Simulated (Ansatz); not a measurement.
# Calibrating B2PLYP/def2-TZVPP on carbon molecules

The atomisation enthalpy at 298 K in kJ/mol of 7 carbon molecules: x at B2PLYP/def2-TZVPP, y from tabulated heats of molecules and atoms (Active Thermochemical Tables, CRC Handbook of Chemistry and Physics). Shapes, held fixed at every level: PBE0-D4/def2-TZVP. Flexible molecules stand in one conformer, not always the lowest. Computed values hold a harmonic thermal term (PBE0-D4/def2-TZVP) and the atoms' spin-orbit lowering. Programs: Ansatz 0.2.0.

| molecule | x (kJ/mol) | y (kJ/mol) |
| --- | --- | --- |
| C4H6 (cyclobutene) | 3973 | 4019 |
| C3H7F (2-fluoropropane) | 4028 | 4049 |
| C4H8 (trans-2-butene) | 4581 | 4623 |
| C4H9I (tert-butyl iodide) | 4940 | 5008 |
| C4H9Br (2-bromo-2-methylpropane) | 5010 | 5074 |
| C4H9Cl (1-chloro-2-methylpropane) | 5049 | ? |
| C5H8 (1,4-pentadiene) | 5173 | 5223 |

**Question.** Fit y = c + s·x to the known rows and predict y for C4H9Cl.

**Answer.** 
1. Means of the 6 rows: x = 4617.50, y = 4666.0.
2. Σ(Δx)² = 1330866, Σ(Δx·Δy) = 1362131, so the slope is 1362131/1330866 = 1.0235.
3. Intercept: 4666.0 − (1.0235) × 4617.50 = -60.0. The largest residual of the fit is 14.
4. C4H9Cl: -60.0 + 1.0235 × 5049 = 5108 kJ/mol.

The tabulated heats give 5110 kJ/mol, so the prediction is off by -2 kJ/mol, within the largest residual. Uncorrected, B2PLYP/def2-TZVPP misses it by -61 kJ/mol, and the other rows by 48 on average. The line removes about 100 % of this miss. Left out in turn, the other rows are missed by 16 kJ/mol on average, so much of the error is systematic among these molecules. The heats of C4H9I, C4H9Br, C4H9Cl come from older tables and can be uncertain by 10 kJ/mol or more. The molecules' own spin-orbit binding is left out, so errors for heavy halides read too negative. The tabulated value of C3H7F is in doubt (older tables, estimates, or at odds with other calculations) and kept here. For atoms past krypton def2 sets carry core potentials with scalar relativity. Relativity is left out for Br. Outer-core shells of Br, I are correlated, in sets that cover them unevenly.
